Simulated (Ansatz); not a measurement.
Wurtzite AlN, relaxed with r2SCAN in the PAW code Ansatz. It is hexagonal, P6_3mc (No. 186); conventional cell a = 3.107 Å, c = 4.979 Å, 10.40 Å³ an atom. Al is surrounded by 4 N at 1.89–1.90 Å; N is surrounded by 4 Al at 1.89–1.90 Å.

The axes x, y and z are those of this cell:
```
CELL_PARAMETERS angstrom
3.10669 0.00000 0.00000
-1.55335 2.69048 0.00000
0.00000 0.00000 4.97859
ATOMIC_POSITIONS crystal
Al 0.33333 0.66667 0.99670
Al 0.66667 0.33333 0.49670
N 0.33333 0.66667 0.37830
N 0.66667 0.33333 0.87830
```

Unstrained: The PBE gap is direct at Γ: 4.232 eV. r2SCAN gives a direct gap of 4.880 eV at Γ. With HSE06 the gap is 5.599 eV and direct, at Γ. Meshes: PBE 12×12×6, r2SCAN 12×12×6, HSE06 6×6×4. Strains are changes of length per length, and xy shears are angles. After each strain the atoms were relaxed again with r2SCAN within the symmetry that the strain leaves, so tilts or polar shifts that break it weren't tested; points keep the names that they have in the unstrained zone. (Simulation; spin polarisation is off.)

**Question.** Apply isotropic -5.0 % on every length. How far does the gap move, against the unstrained cell?

**Answer.** PBE: the gap goes from 4.232 to 5.107 eV (+0.875 eV); it turns from direct (Γ) to indirect (Γ → K); with r2SCAN the top three valence levels at Γ, grouped 1+2 from the top over 223 meV, become 1+2 over 284 meV. r2SCAN: the gap goes from 4.880 to 5.789 eV (+0.909 eV); it turns from direct (Γ) to indirect (Γ → K). HSE06: the gap goes from 5.599 to 6.453 eV (+0.854 eV); it turns from direct (Γ) to indirect (Γ → K). The r2SCAN energy rises by 178.0 meV an atom.

**Question.** Estimate what xy shear, engineering strain (angle) +5.0 % does to the gap.

**Answer.** PBE: the gap goes from 4.232 to 4.213 eV (-0.019 eV). r2SCAN: the gap goes from 4.880 to 4.860 eV (-0.020 eV). HSE06: the gap goes from 5.599 to 5.579 eV (-0.020 eV). The r2SCAN energy rises by 11.0 meV an atom.

**Question.** Estimate what uniaxial +0.5 % along x, other directions held does to the gap.

**Answer.** PBE: the gap goes from 4.232 to 4.176 eV (-0.056 eV); with r2SCAN the top three valence levels at Γ, grouped 1+2 from the top over 223 meV, become 1+1+1 over 259 meV. r2SCAN: the gap goes from 4.880 to 4.821 eV (-0.059 eV). HSE06: the gap goes from 5.599 to 5.539 eV (-0.060 eV). The r2SCAN energy rises by 0.3 meV an atom.

**Question.** Apply uniaxial +3.0 % along z, other directions held. How far does the gap move, against the unstrained cell?

**Answer.** PBE: the gap goes from 4.232 to 4.060 eV (-0.172 eV); with r2SCAN the top three valence levels at Γ, grouped 1+2 from the top over 223 meV, become 2+1 over 32 meV. r2SCAN: the gap goes from 4.880 to 4.704 eV (-0.176 eV). HSE06: the gap goes from 5.599 to 5.420 eV (-0.179 eV). The r2SCAN energy rises by 11.2 meV an atom.

The meshes of the hybrids are coarse, so their gaps aren't converged to the digits shown.

The splittings at Γ are without spin-orbit coupling, which regroups them where it is of like size or larger.
